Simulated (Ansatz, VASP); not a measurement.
Two plane-wave programs on MgO

The input INCAR:

```
SYSTEM = MgO
PREC = Accurate
ENCUT = 520
EDIFF = 1E-6
ISMEAR = 0
SIGMA = 0.05
LREAL = .FALSE.
LASPH = .TRUE.
NELM = 60
ALGO = Normal
ISIF = 2
LWAVE = .FALSE.
LCHARG = .FALSE.
GGA = PS
NBANDS = 16
```

Contents of KPOINTS:

```
regular mesh
0
G
  9 9 6
  0 0 0
```

Contents of POSCAR:

```
MgO
1.0
    3.4540523579      0.0000000000      0.0000000000
   -1.7270261790      2.9912970879      0.0000000000
    0.0000000000      0.0000000000      4.2924500482
Mg O
2 2
Direct
    0.6747286342      0.3494572684      0.7500000000
    0.3252713658      0.6505427316      0.2500000000
    0.6607307308      0.3214614617      0.2500000000
    0.3392692692      0.6785385383      0.7500000000
```

Input for Ansatz:

```yaml
crystal:
  lattice:
    - [3.4540523579, 0.0, 0.0]
    - [-1.727026179, 2.9912970879, 0.0]
    - [0.0, 0.0, 4.2924500482]
  atoms:
    - { symbol: Mg, position: [0.6747286342, 0.3494572684, 0.75] }
    - { symbol: Mg, position: [0.3252713658, 0.6505427316, 0.25] }
    - { symbol: O, position: [0.6607307308, 0.3214614617, 0.25] }
    - { symbol: O, position: [0.3392692692, 0.6785385383, 0.75] }
basis:
  ecutwfc: 520.0
kpoints:
  mp_grid: { grid: [9, 9, 6] }
hamiltonian:
  xc: pbesol
  pseudopotentials: { kind: paw, azcp: { folder: soft_1 } }
scf:
  occupations: { method: gaussian, width: 0.05 }
output:
  forces: true
  stress: true
  eigenvalues: true
```

Change from the starting cell: mode 5 frozen in at +0.049 Å, strain +e along z and -e/2 along x and y +0.0233.

Alike in both runs: task single point; functional PBEsol; k mesh 9 × 9 × 6; occupations gaussian, width 0.05 eV; no spin polarisation.

|  | VASP | Ansatz |
| --- | --- | --- |
| version | VASP 6.6.1 | Ansatz 0.2.0 |
| potentials or method | VASP PAW PBE potentials, release 64 (Mg, O) | scalar-relativistic, plane waves, PAW |
| plane-wave cutoff (eV) | 520 | 520 |
| valence electrons in the cell | 16 | 32 |

|  | VASP | Ansatz | Ansatz less VASP |
| --- | --- | --- | --- |
| gap on the k mesh at the Fermi level (eV) | 3.21 | 3.22 | +0.009 |
| least direct gap on the mesh (eV) | 3.21 | 3.22 | +0.009 |
| pressure (GPa) | -0.2 | 0.2 | +0.40 |
| largest component of the traceless stress (GPa) | 3.71 | 3.60 | -0.108 |
| rms of the force components (eV/Å) | 0.154 | 0.152 | -0.0017 |

Atom by atom the forces differ by 0.002 eV/Å (rms over components). The two sets of potentials don't hold the same shells in valence. Ansatz warned: «pseudo_functional_mismatch».

Caveats: the PAW data sets were made with another functional, which shifts forces and pressure a little (VASP).
